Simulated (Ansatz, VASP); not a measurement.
# TePb in VASP and in Ansatz

File INCAR:

```
SYSTEM = TePb
ALGO = Normal ; EDIFF = 1E-7
ENCUT = 520 ; GGA = PS
ISIF = 2 ; ISMEAR = 0
LASPH = .True. ; LCHARG = .True.
LELF = .True. ; LREAL = .False.
LVHAR = .True. ; LWAVE = .False.
NBANDS = 17 ; NELM = 100
PREC = Accurate ; SIGMA = 0.01
```

KPOINTS

```
k-points
0
Gamma
  6 6 6
  0 0 0
```

The input POSCAR:

```
TePb
1.0
    0.0000000000      3.2310000000      3.2310000000
    3.2310000000      0.0000000000      3.2310000000
    3.2310000000      3.2310000000      0.0000000000
Te Pb
1 1
Direct
    0.5154750851      0.4845249149      0.5154750851
    0.0000000000      0.0000000000      0.0000000000
```

Input for Ansatz:

```yaml
crystal:
  lattice:
    - [0.0, 3.231, 3.231]
    - [3.231, 0.0, 3.231]
    - [3.231, 3.231, 0.0]
  atoms:
    - { symbol: Te, position: [0.5154750851129681, 0.48452491488703187, 0.5154750851129681] }
    - { symbol: Pb, position: [0.0, 0.0, 0.0] }
basis:
  ecutwfc: 489.804952427784
kpoints:
  mp_grid:
    grid: [6, 6, 6]
hamiltonian:
  xc: pbesol
scf:
  occupations:
    method: fixed
output:
  forces: true
```

Alike in both runs: task single point; functional PBEsol; k mesh 6 × 6 × 6; no spin polarisation.

```csv
,VASP,Ansatz
version,VASP 6.6.1,Ansatz 0.2.0
potentials or method,"VASP PAW PBE potentials, release 64 (Te, Pb_d)","plane waves, PAW"
plane-wave cutoff (eV),520,490
occupations,"gaussian, width 0.01 eV",fixed
valence electrons in the cell,20,30
```

Ansatz gave:

* rms of the force components (eV/Å): 0.024

Q: Which values does VASP return?

A: rms of the force components (eV/Å): 0.025.

Atom by atom the forces differ by 0.001 eV/Å (rms over components). The two sets of potentials don't hold the same shells in valence.

Caveats: the PAW data sets were made with another functional, which shifts forces and pressure a little (VASP). A k mesh can miss the band edges.
